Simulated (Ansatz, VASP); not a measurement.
## One calculation of BN, two programs

```xyz
4
Lattice="2.5546 0.0000 0.0000 -1.2773 2.2123 0.0000 0.0000 0.0000 4.2245" Properties=species:S:1:pos:R:3 pbc="T T T"
B     1.2773    0.7374    4.2237
B     0.0000    1.4749    2.1114
N     1.2773    0.6669    2.6158
N     0.0000    1.4043    0.5035
```

Change from the starting cell: all N atoms moved +0.075 Å, as atom 3 towards its neighbour atom 2 (B) at 1.567 Å.

Alike in both runs: task single point; functional PBE; k mesh 12 × 12 × 6; occupations gaussian, width 0.05 eV; no spin polarisation.

|  | VASP | Ansatz |
| --- | --- | --- |
| version | VASP 6.6.1 | Ansatz 0.2.0 |
| potentials or method | VASP PAW PBE potentials, release 64 (B, N) | scalar-relativistic, plane waves, PAW |
| plane-wave cutoff (eV) | 520 | 420 |
| valence electrons in the cell | 16 | 16 |

Ansatz gave:

```
gap on the k mesh at the Fermi level (eV)       : 5.15
least direct gap on the mesh (eV)               : 7.89
pressure (GPa)                                  : 2.0
largest component of the traceless stress (GPa) : 2.34
rms of the force components (eV/Å)              : 1.114
```

Problem. Which values does VASP return?

Solution. gap on the k mesh at the Fermi level (eV): 5.14; least direct gap on the mesh (eV): 7.88; pressure (GPa): 2.2; largest component of the traceless stress (GPa): 2.42; rms of the force components (eV/Å): 1.120.

Atom by atom the forces differ by 0.005 eV/Å (rms over components).

Caveats: forces of over 1 eV/Å show positions far from the minimum, so gaps and moduli don't describe the material at rest. A k mesh can miss the band edges.
